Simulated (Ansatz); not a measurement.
Start from a 15-atom supercell of LaAlO$_{3}$ in the cubic perovskite structure (space group Pm-3m, No. 221; a = 3.7869 Å) at its relaxed geometry.

All numbers come from r2SCAN (Ansatz, an electronic-structure program; PAW; 500 eV plane waves; no spin-orbit coupling).

It is then changed as follows: one H atom is added in an open site, starting 1.64 Å from the nearest host atom, atoms relaxed at fixed cell, starting from a slightly rattled geometry.

Question: Predict the new final site of the added atom.

Answer: The final site of the added atom comes out as 2 La at 2.11–2.12 Å (bent).

Question: What does the calculation give for the largest displacement of a host atom from its site in the perfect cell after the change?

Answer: The largest displacement of a host atom from its site in the perfect cell amounts to 0.15 Å.

The magnetic state is the one reached from the starting moments; the real material's order can differ, and small cells can't hold many antiferromagnetic ones. In so small a cell the defect repeats every few ångströms: this is an ordered compound, not a dilute defect. Many cubic perovskites are stable only at high temperature; tilts and polar distortions were not tested. The defect cell is spin-polarised and ends with 1.0 μB.
